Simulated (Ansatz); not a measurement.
# How much do the gradients of LiNbO3 depend on the method?

Cell: a structure deposited in the COD, ions relaxed with PBE at fixed cell.

```cif
data_LiNbO3
_symmetry_space_group_name_H-M 'R-3c:H'
_symmetry_Int_Tables_number 167
_cell_length_a 5.1378
_cell_length_b 5.1378
_cell_length_c 13.4987
_cell_angle_alpha 90.000
_cell_angle_beta 90.000
_cell_angle_gamma 120.000
loop_
_atom_site_label
_atom_site_type_symbol
_atom_site_symmetry_multiplicity
_atom_site_Wyckoff_symbol
_atom_site_fract_x
_atom_site_fract_y
_atom_site_fract_z
Li Li 6 a 0.0000 0.0000 0.2500
Nb Nb 6 b 0.0000 0.0000 0.0000
O O 18 e 0.0382 0.3333 0.0833
```

One atom of each set is listed; the run and its k-mesh use a cell of 10 atoms with edges of 5.39, 5.39, 5.39 Å.

First run. The numbers come from a DFT calculation in Ansatz (PBE, plane waves and PAW, scalar-relativistic, 420 eV cutoff, Γ-centred 7×7×7 k-points, Fermi–Dirac smearing 0.02 eV).

| site | V_zz (10²¹ V/m²) | η |
| --- | --- | --- |
| Li | 0.27 | 0.00 |
| Nb | 0.22 | 0.00 |
| O | 0.78 | 0.65 |

Second run. The same atoms and settings, except that the functional is LDA.

(1) Given the first result, estimate the second.

Results:

(1) 

```tsv
site	V_zz	η	change of V_zz
Li	0.27	0.00	0.00
Nb	0.20	0.00	-0.02
O	-0.54	0.65	–
```

The largest change of V_zz along a kept axis is on Nb, from 0.22 to 0.20. The whole tensor moves most on O, by 0.34 along its most changed direction. On O the largest principal value lies along another axis in the second run, so the two V_zz can't be compared directly.

This high-symmetry form of LiNbO3 is unstable when cold, to polar shifts of Li and Nb. The symmetry of the cell holds that distortion back, wholly or in part, and it would change the field gradients, the more the larger the distortion. Without spin–orbit coupling (the program notes it for Nb) the gradients are little affected as a rule: paired runs on crystals with a gap mostly move them by under 2 % at such atoms.
For the first run: At this cell the PBE pressure is 9 GPa, so with PBE the cell would grow if it were relaxed. With these PAW files V_zz is typically within 2 to 3 % of all-electron values, but misses above 10 % occur on Li.
